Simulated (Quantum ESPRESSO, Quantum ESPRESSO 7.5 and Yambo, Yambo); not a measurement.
# Sb (buckled honeycomb monolayer): G0W0 with Yambo, start to end

Wanted: ground state, empty states, screening and self-energy for Sb (buckled honeycomb monolayer).

Method: PBE and many-body steps on it, plane waves, in Quantum ESPRESSO 7.5 and Yambo 5.3.0.

**The experiments to reproduce.**

- Gap 2.21 eV: optical gap from PL emission peak; photoluminescence, 355 nm excitation; monolayer (antimonene on antimony oxide after hydrogen reduction) (“Ultrathin high-κ antimony oxide single crystals”, 2020, pmc:7237679).

## 1. Starting point

The cell holds 2 atoms: 2 Sb. Cell: a = 4.127 Å, b = 4.127 Å, c = 14.000 Å, α = 90.0°, β = 90.0°, γ = 120.0°. Vacuum lies along c.

The structure was relaxed with PBE. The runs that relaxed it are not among those shown. Spin-orbit coupling is left out unless a step names it.

## 2. Ground state

This step: Quantum ESPRESSO 7.5; DFT, PBE, plane waves, norm-conserving pseudopotentials.

The ground-state density comes first.

The input, pw.in:

```
&control
  calculation = 'scf'
  prefix = 'x'
  outdir = 'o'
  pseudo_dir = 'pseudo'
/
&system
  ibrav = 0
  nat = 2
  ntyp = 1
  ecutwfc = 88.0
  nbnd = 28
  force_symmorphic = .true.
/
&electrons
  conv_thr = 1e-10
  electron_maxstep = 80
  mixing_beta = 0.5
/
ATOMIC_SPECIES
  Sb 121.76 Sb.upf
CELL_PARAMETERS angstrom
  4.1272254436 0.0000000001 0.0000000000
  -2.0636127219 3.5742820813 0.0000000000
  0.0000000000 0.0000000000 14.0000000000
ATOMIC_POSITIONS crystal
  Sb 0.3333333333 0.6666666667 0.4415848827
  Sb 0.6666666667 0.3333333333 0.5584151173
K_POINTS automatic
  9 9 1 0 0 0
```

Started as:

```console
$ OMP_NUM_THREADS=1 mpirun -n 4 pw.x -nk 4 -in pw.in > pw.out
```

The program printed:

```text
Program PWSCF v.7.5 starts

     This program is part of the open-source Quantum ESPRESSO suite
     for quantum simulation of materials; please cite
         "P. Giannozzi et al., J. Phys.:Condens. Matter 21 395502 (2009);
         "P. Giannozzi et al., J. Phys.:Condens. Matter 29 465901 (2017);
         "P. Giannozzi et al., J. Chem. Phys. 152 154105 (2020);
     in publications or presentations arising from this work. More details at
     Message from routine setup:
     using ibrav=0 with symmetry is DISCOURAGED, use correct ibrav instead

     G-vector sticks info

     bravais-lattice index     =            0
     lattice parameter (alat)  =       7.7993  a.u.
     unit-cell volume          =    1393.7076 (a.u.)^3
     number of atoms/cell      =            2
     number of atomic types    =            1
     number of electrons       =        46.00
     number of Kohn-Sham states=           28
     kinetic-energy cutoff     =      88.0000  Ry
     charge density cutoff     =     352.0000  Ry
     scf convergence threshold =      1.0E-10
     mixing beta               =       0.5000
     number of iterations used =            8  plain     mixing
     Exchange-correlation= PBE
                           (   1   4   3   4   0   0   0)

     celldm(1)=   7.799326  celldm(2)=   0.000000  celldm(3)=   0.000000
     celldm(4)=   0.000000  celldm(5)=   0.000000  celldm(6)=   0.000000

     crystal axes: (cart. coord. in units of alat)
               a(1) = (   1.000000   0.000000   0.000000 )
               a(2) = (  -0.500000   0.866025   0.000000 )
               a(3) = (   0.000000   0.000000   3.392109 )

     reciprocal axes: (cart. coord. in units 2 pi/alat)
               b(1) = (  1.000000  0.577350 -0.000000 )
               b(2) = ( -0.000000  1.154701  0.000000 )
               b(3) = (  0.000000 -0.000000  0.294802 )
     Pseudo is Norm-conserving + core correction, Zval = 23.0
     Generated using ONCVPSP code by D. R. Hamann
     Using radial grid of 1434 points,  6 beta functions with:
     Sb               23.00   121.76000     Sb( 1.00)

     12 Sym. Ops., with inversion, found

   Cartesian axes

     site n.     atom                  positions (alat units)
         1        Sb     tau(   1) = (  -0.0000000   0.5773503   1.4979042  )
         2        Sb     tau(   2) = (   0.5000000   0.2886751   1.8942051  )

     number of k points=    12
                       cart. coord. in units 2pi/alat
        k(    1) = (   0.0000000   0.0000000   0.0000000), wk =   0.0246914
        k(    2) = (  -0.0000000   0.1283001   0.0000000), wk =   0.1481481
        k(    3) = (  -0.0000000   0.2566001   0.0000000), wk =   0.1481481
        k(    4) = (  -0.0000000   0.3849002   0.0000000), wk =   0.1481481
        k(    5) = (  -0.0000000   0.5132002   0.0000000), wk =   0.1481481
        k(    6) = (   0.1111111   0.1924501   0.0000000), wk =   0.1481481
        k(    7) = (   0.1111111   0.3207501   0.0000000), wk =   0.2962963
        k(    8) = (   0.1111111   0.4490502   0.0000000), wk =   0.2962963
        k(    9) = (   0.1111111   0.5773503   0.0000000), wk =   0.1481481
        k(   10) = (   0.2222222   0.3849002   0.0000000), wk =   0.1481481
        k(   11) = (   0.2222222   0.5132002   0.0000000), wk =   0.2962963
        k(   12) = (   0.3333333   0.5773503   0.0000000), wk =   0.0493827

     Dense  grid:   155503 G-vectors     FFT dimensions: (  48,  48, 160)

     Initial potential from superposition of free atoms

     starting charge      45.9989, renormalised to      46.0000
     Starting wfcs are   26 randomized atomic wfcs +    2 random wfcs

     per-process dynamical memory:   109.4 Mb

     Self-consistent Calculation

     iteration #  1     ecut=    88.00 Ry     beta= 0.50

     Threshold (ethr) on eigenvalues was too large:
     Diagonalizing with lowered threshold

     total energy              =   -1011.82016362 Ry
     estimated scf accuracy    <       0.01749720 Ry

     iteration #  2     ecut=    88.00 Ry     beta= 0.50

     total energy              =   -1011.82050364 Ry
     estimated scf accuracy    <       0.00310109 Ry

     iteration #  3     ecut=    88.00 Ry     beta= 0.50

     total energy              =   -1011.82066660 Ry
     estimated scf accuracy    <       0.00009403 Ry

     iteration #  4     ecut=    88.00 Ry     beta= 0.50

     total energy              =   -1011.82067334 Ry
     estimated scf accuracy    <       0.00001030 Ry

     iteration #  5     ecut=    88.00 Ry     beta= 0.50

     total energy              =   -1011.82067471 Ry
     estimated scf accuracy    <       0.00000035 Ry

     iteration #  6     ecut=    88.00 Ry     beta= 0.50

     total energy              =   -1011.82067478 Ry
     estimated scf accuracy    <       0.00000003 Ry

     iteration #  7     ecut=    88.00 Ry     beta= 0.50

     total energy              =   -1011.82067479 Ry
     estimated scf accuracy    <          2.5E-09 Ry

     iteration #  8     ecut=    88.00 Ry     beta= 0.50

     total energy              =   -1011.82067479 Ry
     estimated scf accuracy    <          1.3E-10 Ry

     iteration #  9     ecut=    88.00 Ry     beta= 0.50

     End of self-consistent calculation

          k = 0.0000 0.0000 0.0000 ( 19441 PWs)   bands (ev):

  -143.8142-143.8134 -96.7853 -96.7853 -96.7813 -96.7813 -96.7396 -96.7360
   -28.6434 -28.6434 -28.5729 -28.5729 -28.5295 -28.4680 -28.4680 -28.4333
   -28.3899 -28.3899 -11.3111  -6.3831  -0.6593  -0.0917  -0.0917   1.4860
     2.6985   2.6985   4.3309   4.4300

          k =-0.0000 0.1283 0.0000 ( 19450 PWs)   bands (ev):

  -143.8141-143.8135 -96.7853 -96.7852 -96.7814 -96.7812 -96.7395 -96.7361
   -28.6426 -28.6373 -28.5720 -28.5690 -28.5279 -28.4707 -28.4683 -28.4350
   -28.3970 -28.3903 -11.1810  -6.3845  -1.1614  -0.6096  -0.3705   1.9867
     2.7480   2.9630   4.4764   4.6067

          k =-0.0000 0.2566 0.0000 ( 19454 PWs)   bands (ev):

  -143.8141-143.8135 -96.7854 -96.7850 -96.7817 -96.7812 -96.7392 -96.7363
   -28.6405 -28.6202 -28.5699 -28.5583 -28.5226 -28.4786 -28.4696 -28.4403
   -28.4157 -28.3914 -10.7993  -6.4969  -2.4378  -0.8989  -0.5788   1.3970
     3.3449   3.4029   4.8167   4.9941

          k =-0.0000 0.3849 0.0000 ( 19432 PWs)   bands (ev):

     [... further k-points ...]

     highest occupied, lowest unoccupied level (ev):    -0.0917    1.2218

!    total energy              =   -1011.82067479 Ry
     estimated scf accuracy    <          6.8E-12 Ry

     The total energy is the sum of the following terms:
     one-electron contribution =   -2035.62273856 Ry
     hartree contribution      =     986.05094732 Ry
     xc contribution           =    -138.57175214 Ry
     ewald contribution        =     176.32286859 Ry

     convergence has been achieved in   9 iterations

     XML data file, charge density, pseudopotentials, collected wavefunctions

=------------------------------------------------------------------------------=
   JOB DONE.
=------------------------------------------------------------------------------=
```

Elapsed: 29 s, on 4 MPI ranks of Arm Neoverse V1, shared host; peak memory 0.73 GiB.

Numbers from this step:

| Property | Result |
| --- | --- |
| total energy | -13766.5216 eV |
| gap | 1.314 eV |
| k of the valence top | 0, 0, 0 |
| k of the conduction bottom | 0, 0.3333, 0 |
| least direct gap | 1.578 eV |

The gap is indirect, with the least direct gap 0.26 eV higher.

## 3. Bands along the symmetry lines

The cheap functional maps the bands first; the places of the edges decide which points the dearer methods must see.

The input, pw.in:

```
&control
  calculation = 'bands'
  prefix = 'x'
  outdir = 'o'
  pseudo_dir = 'pseudo'
/
&system
  ibrav = 0
  nat = 2
  ntyp = 1
  ecutwfc = 88.0
  nbnd = 29
  force_symmorphic = .true.
/
&electrons
  conv_thr = 1e-9
  electron_maxstep = 80
  diago_full_acc = .true.
  diago_thr_init = 5e-6
/
ATOMIC_SPECIES
  Sb 121.76 Sb.upf
CELL_PARAMETERS angstrom
  4.1272254436 0.0000000001 0.0000000000
  -2.0636127219 3.5742820813 0.0000000000
  0.0000000000 0.0000000000 14.0000000000
ATOMIC_POSITIONS crystal
  Sb 0.3333333333 0.6666666667 0.4415848827
  Sb 0.6666666667 0.3333333333 0.5584151173
K_POINTS crystal
  25
  0.00000000 0.00000000 0.00000000 1
  0.06250000 0.00000000 0.00000000 1
  0.12500000 0.00000000 0.00000000 1
  0.18750000 0.00000000 0.00000000 1
  0.25000000 0.00000000 0.00000000 1
  0.31250000 0.00000000 0.00000000 1
  0.37500000 0.00000000 0.00000000 1
  0.43750000 0.00000000 0.00000000 1
  0.50000000 0.00000000 0.00000000 1
  0.47916667 0.04166667 0.00000000 1
  0.45833333 0.08333333 0.00000000 1
  0.43750000 0.12500000 0.00000000 1
  0.41666666 0.16666666 0.00000000 1
  0.39583333 0.20833333 0.00000000 1
  0.37500000 0.25000000 0.00000000 1
  0.35416666 0.29166666 0.00000000 1
  0.33333333 0.33333333 0.00000000 1
  0.29166666 0.29166666 0.00000000 1
  0.25000000 0.25000000 0.00000000 1
  0.20833333 0.20833333 0.00000000 1
  0.16666666 0.16666666 0.00000000 1
  0.12500000 0.12500000 0.00000000 1
  0.08333333 0.08333333 0.00000000 1
  0.04166667 0.04166667 0.00000000 1
  0.00000000 0.00000000 0.00000000 1
```

The program printed:

```text
[banner, memory and clock lines left out]
Program PWSCF v.7.5 starts

     Atomic positions and unit cell read from directory:
     o/x.save/

     Message from routine setup:
     using ibrav=0 with symmetry is DISCOURAGED, use correct ibrav instead

     G-vector sticks info

     bravais-lattice index     =            0
     lattice parameter (alat)  =       7.7993  a.u.
     unit-cell volume          =    1393.7076 (a.u.)^3
     number of atoms/cell      =            2
     number of atomic types    =            1
     number of electrons       =        46.00
     number of Kohn-Sham states=           29
     kinetic-energy cutoff     =      88.0000  Ry
     charge density cutoff     =     352.0000  Ry
     Exchange-correlation= PBE
                           (   1   4   3   4   0   0   0)

     celldm(1)=   7.799326  celldm(2)=   0.000000  celldm(3)=   0.000000
     celldm(4)=   0.000000  celldm(5)=   0.000000  celldm(6)=   0.000000

     crystal axes: (cart. coord. in units of alat)
               a(1) = (   1.000000   0.000000   0.000000 )
               a(2) = (  -0.500000   0.866025   0.000000 )
               a(3) = (   0.000000   0.000000   3.392109 )

     reciprocal axes: (cart. coord. in units 2 pi/alat)
               b(1) = (  1.000000  0.577350 -0.000000 )
               b(2) = ( -0.000000  1.154701  0.000000 )
               b(3) = (  0.000000 -0.000000  0.294802 )
     Pseudo is Norm-conserving + core correction, Zval = 23.0
     Generated using ONCVPSP code by D. R. Hamann
     Using radial grid of 1434 points,  6 beta functions with:
     Sb               23.00   121.76000     Sb( 1.00)

     12 Sym. Ops., with inversion, found

   Cartesian axes

     site n.     atom                  positions (alat units)
         1        Sb     tau(   1) = (  -0.0000000   0.5773503   1.4979042  )
         2        Sb     tau(   2) = (   0.5000000   0.2886751   1.8942051  )

     number of k points=    25
                       cart. coord. in units 2pi/alat
        k(    1) = (   0.0000000   0.0000000   0.0000000), wk =   0.0800000
        k(    2) = (   0.0625000   0.0360844   0.0000000), wk =   0.0800000
        k(    3) = (   0.1250000   0.0721688   0.0000000), wk =   0.0800000
[...]
[... 13 further rows ...]
        k(   24) = (   0.0416667   0.0721688   0.0000000), wk =   0.0800000
        k(   25) = (   0.0000000   0.0000000   0.0000000), wk =   0.0800000

     Dense  grid:   155503 G-vectors     FFT dimensions: (  48,  48, 160)

     The potential is recalculated from file :
     o/x.save/charge-density

     Starting wfcs are   26 randomized atomic wfcs +    3 random wfcs

     Band Structure Calculation

     End of band structure calculation

          k = 0.0000 0.0000 0.0000 ( 19441 PWs)   bands (ev):

  -143.8141-143.8134 -96.7852 -96.7852 -96.7813 -96.7813 -96.7396 -96.7360
   -28.6434 -28.6434 -28.5729 -28.5729 -28.5295 -28.4680 -28.4680 -28.4333
   -28.3899 -28.3899 -11.3111  -6.3830  -0.6593  -0.0916  -0.0916   1.4860
     2.6985   2.6985   4.3309   4.4300   6.3187

          k = 0.0625 0.0361 0.0000 ( 19449 PWs)   bands (ev):

  -143.8141-143.8134 -96.7853 -96.7852 -96.7813 -96.7812 -96.7396 -96.7360
   -28.6432 -28.6414 -28.5726 -28.5716 -28.5290 -28.4690 -28.4681 -28.4338
[...]
2.6064   2.7943   4.3804   4.4867   6.3848

          k = 0.1250 0.0722 0.0000 ( 19442 PWs)   bands (ev):

  -143.8141-143.8134 -96.7853 -96.7852 -96.7814 -96.7812 -96.7395 -96.7361
[...]
2.8606   3.0172   4.5110   4.6514   6.3343

[...]
k = 0.0417 0.0722 0.0000 ( 19453 PWs)   bands (ev):

  -143.8141-143.8134 -96.7853 -96.7852 -96.7813 -96.7812 -96.7396 -96.7360
[...]
2.5487   2.8511   4.3962   4.5054   6.3945

          k = 0.0000 0.0000 0.0000 ( 19441 PWs)   bands (ev):

  -143.8141-143.8134 -96.7852 -96.7852 -96.7813 -96.7813 -96.7396 -96.7360
   -28.6434 -28.6434 -28.5729 -28.5729 -28.5295 -28.4680 -28.4680 -28.4333
   -28.3899 -28.3899 -11.3111  -6.3830  -0.6593  -0.0916  -0.0916   1.4860
     2.6985   2.6985   4.3309   4.4300   6.3187

     XML data file, pseudopotentials, collected wavefunctions
```

Elapsed: 16 s, on 4 MPI ranks; peak memory 0.56 GiB.

This step gave:

| Item | Value |
| --- | --- |
| gap | 1.297 eV |
| k of the valence top | 0, 0, 0 |
| k of the conduction bottom | 0.3125, 0, 0 |
| least direct gap | 1.578 eV |

The gap is 1.297 eV, −0.017 eV from the run before at this level.

Electronic bands along the path, in eV, zero at the top of the highest filled band:

```csv
point,band 20,band 21,band 22,band 23,band 24,band 25,band 26,band 27
Γ,-6.29,-0.57,0.00,0.00,1.58,2.79,2.79,4.42
halfway,-6.48,-2.58,-0.93,-0.52,1.38,3.47,3.49,5.03
M,-7.75,-2.91,-1.53,-1.44,1.66,2.48,3.56,5.12
halfway,-7.88,-3.08,-2.06,-1.44,2.08,2.94,3.29,5.54
K,-8.44,-3.47,-1.77,-1.77,1.55,3.60,3.60,6.64
halfway,-6.61,-2.59,-1.82,-0.51,2.21,2.74,3.76,5.24
Γ,-6.29,-0.57,0.00,0.00,1.58,2.79,2.79,4.42
```

The electronic bands as a text plot (rows in eV, shown from -8.0 to 4.5 only):

```
    4.3 |++++                                                ++++
    3.7 |         ++++++++++++++      ++++++++++++++++++++
    3.2 |    ++++++++++         +++++++    +++            +++
    2.7 |++++++        +++++++++ +++          +++++++++++++++++++
    2.2 | +++++                 ++++          ++++++++++++++++++
    1.7 |+     +++     +++++++++    ++++++++++                  +
    1.1 |         +++++
    0.6 |
    0.1 |****                                                ****
   -0.4 |************                               *************
   -1.0 |         ********                    ******   ***
   -1.5 |    **        ******************  ***            ***
   -2.0 |      ***              **************      ******
   -2.5 |         ***                         *********
   -3.0 |            *****************        ***
   -3.6 |                             ********
   -4.1 |
   -4.6 |
   -5.1 |
   -5.7 |
   -6.2 |*********                                     **********
   -6.7 |         *****                             ***
   -7.2 |              ***                       ***
   -7.7 |                 ************     ******
         Γ                   M           K                      Γ
```

(Part 1 of 3 ends here.)

[Paths, hosts, dates, memory and timing lines, banners, echoed tables and standing remarks are left out of the program output.]

[Logs are printed without paths, hosts, clocks, repeated set-up lines and the standing remarks that a program may print on its own settings, such as how far it seeks lower states.]

[Runs of the session that timed out or met a known fault of the program may be left out.]

[Hosts, paths, dates, database ids (printed as entryN), source tags and the programs' standing remarks are cut or masked in the printed files.]
